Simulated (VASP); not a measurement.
Here is a VASP 6.6.1 calculation.

Contents of INCAR:

```
  PREC = Accurate
  ENCUT = 520
  EDIFF = 1E-6
  ISMEAR = -1
  SIGMA = 0.1
  LREAL = F
  LASPH = T
  NELM = 60
  ALGO = Normal
  ISIF = 2
  LWAVE = F
  LCHARG = F
  GGA = B5
  ALDAX = 1.0
  AGGAX = 1.0
  AGGAC = 1.0
  ALDAC = 0.0
  NBANDS = 11
```

KPOINTS

```
Automatic mesh
0
Gamma
  12 12 12
```

Contents of POSCAR:

```
Hf
1.0
    2.8744877155      0.0000000000      0.0000000000
    0.0000000000      2.8744877155      0.0000000000
    0.0000000000      0.0000000000      2.8744877155
Hf
1
Direct
    0.0000000000      0.0000000000      0.0000000000
```

Potentials or basis: VASP PAW PBE potentials, release 64 (Hf_pv).

Run with:

```console
$ cat potpaw_PBE.64/Hf_pv/POTCAR > POTCAR
$ mpirun -np 1 vasp_std > vasp.out
```

Problem. What does it give for the band gap on the k mesh?

Solution. None (metal or under the smearing width).

Problem. Estimate the pressure.

Solution. 6.8 GPa.

Caveat: the PAW data sets were made with another functional, which shifts forces and pressure a little. Spin-orbit coupling is left out, which matters for the levels of Hf.
